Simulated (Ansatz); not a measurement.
# TiAl: a line through an energy map

One line of a two-coordinate grid on TiAl (P-6m2, No. 187; 2 atoms in the cell): equal normal strain along x, y and z is varied, at amplitude of mode 6 (335 cm⁻¹) = −0.186 Å.

Method: DFT PBE, scalar-relativistic, plane waves, PAW, in Ansatz 0.2.0.

### Step 1. The starting structure

The structure is hexagonal, space group P-6m2 (No. 187). Conventional cell: a = 2.881 Å, b = 2.881 Å, c = 4.649 Å, α = 90.00°, β = 90.00°, γ = 120.00°. Around Ti (site symmetry -6m2) lie 6 Al at 2.86 Å and 6 Ti at 2.88 Å. Al (site symmetry -6m2) is surrounded by 6 Ti at 2.86 Å and 6 Al at 2.88 Å.

Coordinates:

```cif
data_structure
_symmetry_space_group_name_H-M 'P-6m2'
_symmetry_Int_Tables_number 187
_cell_length_a 2.8811
_cell_length_b 2.8811
_cell_length_c 4.6486
_cell_angle_alpha 90.000
_cell_angle_beta 90.000
_cell_angle_gamma 120.000
_cell_volume 33.42
loop_
_atom_site_label
_atom_site_type_symbol
_atom_site_symmetry_multiplicity
_atom_site_Wyckoff_symbol
_atom_site_fract_x
_atom_site_fract_y
_atom_site_fract_z
_atom_site_occupancy
Ti1 Ti 1 a 0.00000 0.00000 0.00000 1
Al1 Al 1 d 0.33333 0.66667 0.50000 1
```

It goes back to a database entry, which need not be the stable form.

This cell was relaxed beforehand with the same method: volume 16.71 Å³/atom, gap on the mesh none (metal).

### Step 2. The scan

The energy is mapped over a normal mode and a strain (zone-centre modes of the cell shown) (x along [1 0 0], y along [1 2 0], z along [0 0 1] of the conventional cell).

The axes are (1) amplitude of mode 6 (335 cm⁻¹), largest displacement in the unstrained cell: 7 values from −0.186 Å; (2) equal normal strain along x, y and z: 7 values from −2.50 %.

Nothing else is relaxed (the pattern is fixed in fractional coordinates). Energies count from the relaxed high-symmetry cell. Points are written as (first, second).

The modes come from a phonon run on the reference cell, made beforehand.

Displacement patterns for an amplitude of 1 (Å):

```tsv
atom	x1	y1	z1
Ti1	0.000	0.000	-0.564
Al2	0.000	0.000	1.000
```

### Step 3. Point (−0.186 Å, −2.50 %)

File input.yaml:

```yaml
crystal:
  lattice:
    - [2.8090839194, 0.0, 0.0]
    - [-1.4045419597, 2.4327380356, 0.0]
    - [0.0, 0.0, 4.5323683938]
  atoms:
    - { symbol: Ti, position: [0.0, 0.0, 0.0225539627] }
    - { symbol: Al, position: [0.3333333333, 0.6666666667, 0.4599878068] }
basis:
  ecutwfc: 520.0
kpoints:
  mp_grid: { grid: [18, 18, 10] }
hamiltonian:
  xc: pbe
scf:
  occupations: { method: gaussian, width: 0.15 }
output:
  forces: true
  stress: true
  eigenvalues: true
```

Launch:

```sh
> ansatz run input.yaml --threads 1 --pin off --max-ram 2048MiB --backend cpu --events-out ev --progress --plain --runs-dir out
```

Log (excerpt; [...] marks lines left out):

```text
Warning: RAYON_NUM_THREADS=1 ignored (pool sized by the plan → 1); use --threads N
[...]
Pseudopotentials: kind: paw
Pseudopotential: Ti, paw, valence charge 12, recommended cutoff 420 eV (normal), Ti.paw.azcp
Pseudopotential: Al, paw, valence charge 3, recommended cutoff 420 eV (normal), Al.paw.azcp
Functional definition: PBE
[...]
Crystal: 2 atoms, lattice volume = 30.973 Å³
Basis set: ecut = 520 eV, 833 PW (Γ), exchange–correlation on 48×48×72 points (8 copies of the dense FFT grid, shifted against one another)
Bands: 12, of which v1, the nominal top of the filled ones, is band 8 counted from 1 (7 counted from 0)
Symmetry: 6 space group operations
Space group: P3m1 (ITA 156), of the structure as read, at distance tolerance 3.1e-5 Å
k-points: 330 of 3240 (time reversal used)
[...]
SCF iter   1: F=—  HF=-3037.246514 eV  |F-HF|=—  |Δ(HF+E_count)|=         —  Δρ=6.50e-3  dr2=2.92e-2  ethr=1.77e-3  ⟨swp⟩=5.0  Hψ=20057  notcnv=0
[...]
SCF iter   7: F=-3037.241546 eV  HF=-3037.241546 eV  |F-HF|=3.38e-9  |Δ(HF+E_count)|=   5.88e-8  Δρ=6.85e-6  dr2=1.15e-8  ethr=6.67e-10  ⟨swp⟩=5.3  Hψ=16982  notcnv=0
[...]
SCF converged after 7 iterations
Free energy (F): -3037.241546 eV
[...]
E sigma→0 (E₀):  -3037.226800 eV
Entropy (-TS):   -0.029492 eV (-14.746 meV/atom)
Fermi energy:    11.387449 eV
[...]
--- Forces (eV/Å), atoms counted from 1 ---
  atom   1  Ti    -0.00000000    -0.00000000    -2.74745931
  atom   2  Al     0.00000000    -0.00000000     2.74751413
[...]
--- Stress (GPa, compression-positive) ---
       12.147242       0.000000       0.000000
        0.000000      12.147242      -0.000000
        0.000000      -0.000000      18.257737
  P = ⅓ Tr σ = 14.1841 GPa (141.841 kbar)
--- Band table (eV; the first three rows and the last of 330) ---
  k-point 0: bands = ["-44.9021", "-21.2585", "-20.7741", "-20.7741", "2.1730", "8.8760", "9.8993", "12.6876", "12.6876", "14.3180", "14.3180", "15.8022"]
[...]
```

It took 15 s on 1 thread of Arm Neoverse V1, shared host; peak memory 0.47 GiB.

That is 447 meV from the zero.

### Step 4. Grid point (−0.186 Å, −1.67 %)

Changes to input.yaml since step 3:

```diff
@@ -2,5 +2,5 @@
   lattice:
-    - [2.8090839194, 0.0, 0.0]
-    - [-1.4045419597, 2.4327380356, 0.0]
-    - [0.0, 0.0, 4.5323683938]
+    - [2.8329971466, 0.0, 0.0]
+    - [-1.4164985733, 2.4534474978, 0.0]
+    - [0.0, 0.0, 4.5709516324]
   atoms:
```

Launch:

```sh
> ansatz run input.yaml --threads 1 --pin off --max-ram 2048MiB --backend cpu --events-out ev --progress --plain --runs-dir out
```

Log (excerpt; [...] marks lines left out):

```text
[...]
SCF converged after 7 iterations
Free energy (F): -3037.302881 eV
[...]
E sigma→0 (E₀):  -3037.287945 eV
Entropy (-TS):   -0.029871 eV (-14.936 meV/atom)
Fermi energy:    11.042535 eV
[...]
--- Forces (eV/Å), atoms counted from 1 ---
  atom   1  Ti     0.00000000    -0.00000000    -2.56096653
  atom   2  Al     0.00000000     0.00000000     2.56107603
[...]
--- Stress (GPa, compression-positive) ---
        8.752952       0.000000       0.000000
        0.000000       8.752952       0.000000
        0.000000       0.000000      14.052929
  P = ⅓ Tr σ = 10.5196 GPa (105.196 kbar)
--- Band table (eV; the first three rows and the last of 330) ---
  k-point 0: bands = ["-45.3046", "-21.6529", "-21.2014", "-21.2014", "1.9484", "8.5650", "9.5577", "12.3151", "12.3151", "13.8887", "13.8887", "15.3194"]
[...]
```

It took 15 s on 1 thread of Arm Neoverse V1, shared host; peak memory 0.48 GiB.

On the map this point reads 385 meV.

### Step 5. Grid point (−0.186 Å, −0.83 %)

Changes to input.yaml since step 4:

```diff
@@ -2,5 +2,5 @@
   lattice:
-    - [2.8329971466, 0.0, 0.0]
-    - [-1.4164985733, 2.4534474978, 0.0]
-    - [0.0, 0.0, 4.5709516324]
+    - [2.857198485, 0.0, 0.0]
+    - [-1.4285992425, 2.4744064717, 0.0]
+    - [0.0, 0.0, 4.6099997294]
   atoms:
@@ -20 +20,5 @@
   eigenvalues: true
+  write_density: true
+  write_potential: true
+  elf: true
+  volumetric_format: npy
```

Launch:

```sh
> ansatz run input.yaml --threads 1 --pin off --max-ram 2048MiB --backend cpu --events-out ev --progress --plain --runs-dir out
```

Log (excerpt; [...] marks lines left out):

```text
[...]
SCF converged after 7 iterations
Free energy (F): -3037.347998 eV
[...]
E sigma→0 (E₀):  -3037.332851 eV
Entropy (-TS):   -0.030295 eV (-15.147 meV/atom)
Fermi energy:    10.704714 eV
[...]
--- Forces (eV/Å), atoms counted from 1 ---
  atom   1  Ti    -0.00000000    -0.00000000    -2.38106624
  atom   2  Al     0.00000000    -0.00000000     2.38115956
[...]
--- Stress (GPa, compression-positive) ---
        5.625717       0.000000       0.000000
        0.000000       5.625717      -0.000000
        0.000000      -0.000000      10.195995
  P = ⅓ Tr σ = 7.1491 GPa (71.491 kbar)
--- Band table (eV; the first three rows and the last of 330) ---
  k-point 0: bands = ["-45.7011", "-22.0417", "-21.6207", "-21.6207", "1.7296", "8.2606", "9.2248", "11.9486", "11.9486", "13.4670", "13.4670", "14.8451"]
[...]
```

It took 21 s on 1 thread of Arm Neoverse V1, shared host; peak memory 0.48 GiB.

Density in the ac plane at y = 0.667 (fractional), which holds Al.

Ten even steps from ' ' (0.07 e/Å³) to '@' (0.87 e/Å³):
```
--::............::--==****++
::..................::----::
............................
....................        
  ..................        
....................        
......................    ..
............................
......          ............
....            ............
....            ............
::....          ....::......
::::....    ....::::::......
::::::::::::::::::::::......
::::::--------::::::........
::::::::----::::::::::::::::
::::::::::::::::::::::------
--::::::::::::::::--==****++
==--::::::::::::::==**@@@@##
==--::::::::::::::==**@@@@##
```
Columns run along a and rows up along c, over one cell in 14 and 20 even steps from the bottom left corner. Atoms in the plane (fractional): Al at (0.33, 0.46).

ELF in the same plane.

Ten even steps from '0' (0.04) to '9' (0.83):
```
11246753111222
01357764100110
12478875310000
24689987531111
46899998753223
57899998765444
67888888765545
66543335666555
64200001356666
63001200256666
63001210257777
75100001367777
76421123577666
67777677765555
46899998753223
24799997531111
12579986311010
11368874211221
11257763112333
21246753112443
```
Columns run along a and rows up along c, over one cell in 14 and 20 even steps from the bottom left corner. Atoms in the plane (fractional): Al at (0.33, 0.46).

Both are smooth PAW fields of the valence electrons: close to the nuclei they are not physical.

Maxima of ELF outside the ion cores: 0.84 beside Al, off the lines to its neighbours, 1.2 Å from Al; 0.53 between the atoms, 1.9 Å from Ti.

That is 340 meV from the zero.

### Step 6. Point (−0.186 Å, 0.00 %)

Changes to input.yaml since step 5:

```diff
@@ -2,5 +2,5 @@
   lattice:
-    - [2.857198485, 0.0, 0.0]
-    - [-1.4285992425, 2.4744064717, 0.0]
-    - [0.0, 0.0, 4.6099997294]
+    - [2.8811117122, 0.0, 0.0]
+    - [-1.4405558561, 2.4951159339, 0.0]
+    - [0.0, 0.0, 4.648582968]
   atoms:
@@ -20,5 +20 @@
   eigenvalues: true
-  write_density: true
-  write_potential: true
-  elf: true
-  volumetric_format: npy
```

Launch:

```sh
> ansatz run input.yaml --threads 1 --pin off --max-ram 2048MiB --backend cpu --events-out ev --progress --plain --runs-dir out
```

Log (excerpt; [...] marks lines left out):

```text
Warning: RAYON_NUM_THREADS=1 ignored (pool sized by the plan → 1); use --threads N
[...]
[... 4 set-up lines as earlier in the session ...]
[...]
Crystal: 2 atoms, lattice volume = 33.417 Å³
Basis set: ecut = 520 eV, 917 PW (Γ), exchange–correlation on 48×48×72 points (8 copies of the dense FFT grid, shifted against one another)
Bands: 12, of which v1, the nominal top of the filled ones, is band 8 counted from 1 (7 counted from 0)
[... 1 set-up line as earlier in the session ...]
Space group: P3m1 (ITA 156), of the structure as read, at distance tolerance 3.2e-5 Å
k-points: 330 of 3240 (time reversal used)
[...]
SCF iter   1: F=—  HF=-3037.379871 eV  |F-HF|=—  |Δ(HF+E_count)|=         —  Δρ=5.24e-3  dr2=1.85e-2  ethr=1.77e-3  ⟨swp⟩=5.0  Hψ=19938  notcnv=0
[...]
SCF iter   7: F=-3037.376894 eV  HF=-3037.376894 eV  |F-HF|=2.24e-10  |Δ(HF+E_count)|=   2.29e-8  Δρ=5.17e-6  dr2=5.06e-9  ethr=6.67e-10  ⟨swp⟩=4.4  Hψ=11729  notcnv=0
[...]
SCF converged after 7 iterations
Free energy (F): -3037.376894 eV
[...]
E sigma→0 (E₀):  -3037.361515 eV
Entropy (-TS):   -0.030757 eV (-15.379 meV/atom)
Fermi energy:    10.381468 eV
[...]
--- Forces (eV/Å), atoms counted from 1 ---
  atom   1  Ti    -0.00000000     0.00000000    -2.21171680
  atom   2  Al     0.00000000    -0.00000000     2.21174964
[...]
--- Stress (GPa, compression-positive) ---
        2.819004       0.000000       0.000000
        0.000000       2.819004      -0.000000
        0.000000       0.000000       6.749293
  P = ⅓ Tr σ = 4.1291 GPa (41.291 kbar)
--- Band table (eV; the first three rows and the last of 330) ---
  k-point 0: bands = ["-46.0824", "-22.4158", "-22.0227", "-22.0227", "1.5216", "7.9694", "8.9078", "11.5965", "11.5965", "13.0624", "13.0624", "14.3901"]
[...]
```

Wall time 15 s (1 thread of Arm Neoverse V1, shared host); peak memory 0.49 GiB.

Energy on the map's scale: 311 meV.

### Step 7. Again, with basis.precision f64, eigensolver.kind davidson

Changes to input.yaml since step 6:

```diff
@@ -10,2 +10,3 @@
   ecutwfc: 520.0
+  precision: f64
 kpoints:
@@ -16,5 +17,6 @@
   occupations: { method: gaussian, width: 0.15 }
+  eigensolver: { kind: davidson }
 output:
   forces: true
+  eigenvalues: true
   stress: true
-  eigenvalues: true
```

Launch:

```sh
> ansatz run input.yaml --threads 1 --pin off --max-ram 2048MiB --backend cpu --events-out ev --progress --plain --runs-dir out
```

Log (excerpt; [...] marks lines left out):

```text
Warning: RAYON_NUM_THREADS=1 ignored (pool sized by the plan → 1); use --threads N
[...]
[... 4 set-up lines as earlier in the session ...]
[...]
Crystal: 2 atoms, lattice volume = 33.417 Å³
Basis set: ecut = 520 eV, 917 PW (Γ), exchange–correlation on 48×48×72 points (8 copies of the dense FFT grid, shifted against one another)
Bands: 12, of which v1, the nominal top of the filled ones, is band 8 counted from 1 (7 counted from 0)
[... 2 set-up lines as earlier in the session ...]
k-points: 330 of 3240 (time reversal used)
[...]
SCF iter   1: F=—  HF=-3037.379478 eV  |F-HF|=—  |Δ(HF+E_count)|=         —  Δρ=5.26e-3  dr2=1.86e-2  ethr=1.77e-3  ⟨swp⟩=5.6  Hψ=17382  notcnv=0
[...]
SCF iter   7: F=-3037.376894 eV  HF=-3037.376894 eV  |F-HF|=2.75e-8  |Δ(HF+E_count)|=   1.63e-8  Δρ=7.74e-6  dr2=3.37e-8  ethr=1.12e-9  ⟨swp⟩=3.0  Hψ=7489  notcnv=0
[...]
SCF converged after 7 iterations
Free energy (F): -3037.376894 eV
[...]
E sigma→0 (E₀):  -3037.361516 eV
Entropy (-TS):   -0.030756 eV (-15.378 meV/atom)
Fermi energy:    10.381523 eV
[...]
--- Forces (eV/Å), atoms counted from 1 ---
  atom   1  Ti    -0.00000000     0.00000000    -2.21186611
  atom   2  Al     0.00000000     0.00000000     2.21189444
[...]
--- Stress (GPa, compression-positive) ---
        2.819342       0.000000       0.000000
        0.000000       2.819342       0.000000
        0.000000       0.000000       6.749395
  P = ⅓ Tr σ = 4.1294 GPa (41.294 kbar)
--- Band table (eV; the first three rows and the last of 330) ---
  k-point 0: bands = ["-46.0823", "-22.4157", "-22.0225", "-22.0225", "1.5216", "7.9695", "8.9078", "11.5966", "11.5966", "13.0625", "13.0625", "14.3902"]
[...]
```

It took 24 s on 1 thread of Arm Neoverse V1, shared host; peak memory 0.38 GiB.

```tsv
run	ending	energy change	pressure (GPa)	gap (eV)	force (eV/Å)	cycles	time
step 6	converged	0	4.1	0.00	2.21	7	15 s
variant	converged	0.0 meV/atom	4.1	0.00	2.21	7	24 s
```

With the changed arithmetic precision and solver the energy agrees within 0.5 meV/atom. Cost: the same number of cycles, 24 s against 15 s.

### Step 8. Grid point (−0.186 Å, 0.83 %)

Changes to input.yaml since step 6:

```diff
@@ -2,5 +2,5 @@
   lattice:
-    - [2.8811117122, 0.0, 0.0]
-    - [-1.4405558561, 2.4951159339, 0.0]
-    - [0.0, 0.0, 4.648582968]
+    - [2.9050249394, 0.0, 0.0]
+    - [-1.4525124697, 2.5158253962, 0.0]
+    - [0.0, 0.0, 4.6871662066]
   atoms:
```

Launch:

```sh
> ansatz run input.yaml --threads 1 --pin off --max-ram 2048MiB --backend cpu --events-out ev --progress --plain --runs-dir out
```

Log (excerpt; [...] marks lines left out):

```text
Warning: RAYON_NUM_THREADS=1 ignored (pool sized by the plan → 1); use --threads N
[...]
[... 4 set-up lines as earlier in the session ...]
[...]
Crystal: 2 atoms, lattice volume = 34.256 Å³
Basis set: ecut = 520 eV, 941 PW (Γ), exchange–correlation on 48×48×72 points (8 copies of the dense FFT grid, shifted against one another)
Bands: 12, of which v1, the nominal top of the filled ones, is band 8 counted from 1 (7 counted from 0)
[... 2 set-up lines as earlier in the session ...]
k-points: 330 of 3240 (time reversal used)
[...]
SCF iter   1: F=—  HF=-3037.393673 eV  |F-HF|=—  |Δ(HF+E_count)|=         —  Δρ=4.91e-3  dr2=1.60e-2  ethr=1.77e-3  ⟨swp⟩=5.0  Hψ=19856  notcnv=0
[...]
SCF iter   7: F=-3037.391219 eV  HF=-3037.391219 eV  |F-HF|=1.14e-9  |Δ(HF+E_count)|=   2.58e-8  Δρ=4.39e-6  dr2=2.83e-9  ethr=6.67e-10  ⟨swp⟩=4.2  Hψ=11307  notcnv=0
[...]
SCF converged after 7 iterations
Free energy (F): -3037.391219 eV
[...]
E sigma→0 (E₀):  -3037.375588 eV
Entropy (-TS):   -0.031261 eV (-15.631 meV/atom)
Fermi energy:    10.068222 eV
[...]
--- Forces (eV/Å), atoms counted from 1 ---
  atom   1  Ti    -0.00000000     0.00000000    -2.05032316
  atom   2  Al     0.00000000    -0.00000000     2.05033840
[...]
--- Stress (GPa, compression-positive) ---
        0.274397       0.000000      -0.000000
        0.000000       0.274397      -0.000000
       -0.000000      -0.000000       3.636863
  P = ⅓ Tr σ = 1.3952 GPa (13.952 kbar)
--- Band table (eV; the first three rows and the last of 330) ---
  k-point 0: bands = ["-46.4536", "-22.7802", "-22.4127", "-22.4127", "1.3213", "7.6875", "8.6023", "11.2541", "11.2541", "12.6695", "12.6695", "13.9484"]
[...]
```

Run time: 15 s. Hardware: 1 thread of Arm Neoverse V1, shared host; peak memory 0.5 GiB.

Energy on the map's scale: 297 meV.

### Step 9. The run at (−0.186 Å, 1.67 %)

Changes to input.yaml since step 8:

```diff
@@ -2,5 +2,5 @@
   lattice:
-    - [2.9050249394, 0.0, 0.0]
-    - [-1.4525124697, 2.5158253962, 0.0]
-    - [0.0, 0.0, 4.6871662066]
+    - [2.9292262778, 0.0, 0.0]
+    - [-1.4646131389, 2.53678437, 0.0]
+    - [0.0, 0.0, 4.7262143036]
   atoms:
```

Launch:

```sh
> ansatz run input.yaml --threads 1 --pin off --max-ram 2048MiB --backend cpu --events-out ev --progress --plain --runs-dir out
```

Log (excerpt; [...] marks lines left out):

```text
Warning: RAYON_NUM_THREADS=1 ignored (pool sized by the plan → 1); use --threads N
[...]
[... 4 set-up lines as earlier in the session ...]
[...]
Crystal: 2 atoms, lattice volume = 35.120 Å³
Basis set: ecut = 520 eV, 965 PW (Γ), exchange–correlation on 48×48×72 points (8 copies of the dense FFT grid, shifted against one another)
Bands: 12, of which v1, the nominal top of the filled ones, is band 8 counted from 1 (7 counted from 0)
[... 1 set-up line as earlier in the session ...]
Space group: P3m1 (ITA 156), of the structure as read, at distance tolerance 3.3e-5 Å
k-points: 330 of 3240 (time reversal used)
[...]
SCF iter   1: F=—  HF=-3037.393978 eV  |F-HF|=—  |Δ(HF+E_count)|=         —  Δρ=4.67e-3  dr2=1.43e-2  ethr=1.77e-3  ⟨swp⟩=5.0  Hψ=19874  notcnv=0
[...]
SCF iter   6: F=-3037.391874 eV  HF=-3037.391874 eV  |F-HF|=1.50e-8  |Δ(HF+E_count)|=   4.57e-8  Δρ=1.67e-5  dr2=8.18e-8  ethr=6.67e-10  ⟨swp⟩=3.2  Hψ=15138  notcnv=0
[...]
SCF converged after 6 iterations
Free energy (F): -3037.391874 eV
[...]
E sigma→0 (E₀):  -3037.375968 eV
Entropy (-TS):   -0.031811 eV (-15.906 meV/atom)
Fermi energy:    9.760904 eV
[...]
--- Forces (eV/Å), atoms counted from 1 ---
  atom   1  Ti    -0.00000000     0.00000000    -1.89456859
  atom   2  Al     0.00000000    -0.00000000     1.89470238
[...]
--- Stress (GPa, compression-positive) ---
       -2.052903       0.000000       0.000000
        0.000000      -2.052903       0.000000
        0.000000       0.000000       0.800574
  P = ⅓ Tr σ = -1.1017 GPa (-11.017 kbar)
--- Band table (eV; the first three rows and the last of 330) ---
  k-point 0: bands = ["-46.8193", "-23.1393", "-22.7956", "-22.7956", "1.1260", "7.4111", "8.3041", "10.9170", "10.9170", "12.2833", "12.2833", "13.5142"]
[...]
```

Wall time 15 s (1 thread of Arm Neoverse V1, shared host); peak memory 0.5 GiB.

That is 296 meV from the zero.

### Step 10. Grid point (−0.186 Å, 2.50 %)

Changes to input.yaml since step 9:

```diff
@@ -2,5 +2,5 @@
   lattice:
-    - [2.9292262778, 0.0, 0.0]
-    - [-1.4646131389, 2.53678437, 0.0]
-    - [0.0, 0.0, 4.7262143036]
+    - [2.953139505, 0.0, 0.0]
+    - [-1.4765697525, 2.5574938323, 0.0]
+    - [0.0, 0.0, 4.7647975422]
   atoms:
```

Launch:

```sh
> ansatz run input.yaml --threads 1 --pin off --max-ram 2048MiB --backend cpu --events-out ev --progress --plain --runs-dir out
```

Log (excerpt; [...] marks lines left out):

```text
[...]
SCF converged after 6 iterations
Free energy (F): -3037.379781 eV
[...]
E sigma→0 (E₀):  -3037.363585 eV
Entropy (-TS):   -0.032391 eV (-16.195 meV/atom)
Fermi energy:    9.466374 eV
[...]
--- Forces (eV/Å), atoms counted from 1 ---
  atom   1  Ti    -0.00000000     0.00000000    -1.74863663
  atom   2  Al     0.00000000    -0.00000000     1.74875603
[...]
--- Stress (GPa, compression-positive) ---
       -4.125063       0.000000      -0.000000
        0.000000      -4.125063      -0.000000
       -0.000000      -0.000000      -1.715494
  P = ⅓ Tr σ = -3.3219 GPa (-33.219 kbar)
--- Band table (eV; the first three rows and the last of 330) ---
  k-point 0: bands = ["-47.1709", "-23.4849", "-23.1629", "-23.1629", "0.9402", "7.1464", "8.0199", "10.5929", "10.5929", "11.9126", "11.9126", "13.0975"]
[...]
```

It took 15 s on 1 thread of Arm Neoverse V1, shared host; peak memory 0.5 GiB.

That is 308 meV from the zero.

### Step 11. Results

| equal normal strain along x, y and z (%) | step | energy (meV) | slope (meV per %) | pressure (GPa) | largest force on an atom (eV/Å) |
| --- | --- | --- | --- | --- | --- |
| −2.50 | 3 | 447 | −84 | 14.2 | 2.75 |
| −1.67 | 4 | 385 | −64 | 10.5 | 2.56 |
| −0.83 | 5 | 340 | −44 | 7.1 | 2.38 |
| 0.00 | 6 | 311 | −26 | 4.1 | 2.21 |
| 0.83 | 8 | 297 | −9 | 1.4 | 2.05 |
| 1.67 | 9 | 296 | 7 | −1.1 | 1.90 |
| 2.50 | 10 | 308 | 22 | −3.3 | 1.75 |

Energies count from the relaxed high-symmetry cell. Slopes come from the forces and the stress, not from differences of energies.

```tsv
run	outcome
step 7, run with basis.precision f64, eigensolver.kind davidson (against step 6)	0.0 meV/atom
```

In words: The lowest point of the line is at 1.67 %, 296 meV from the zero. Energies and slopes round the minimum, fitted together, put the minimum at 1.289 %, with a curvature of about 19 meV per %². The highest point, at −2.50 %, lies 150 meV above the lowest. This is one cut through a surface in two coordinates; the map's lowest point lies off it.
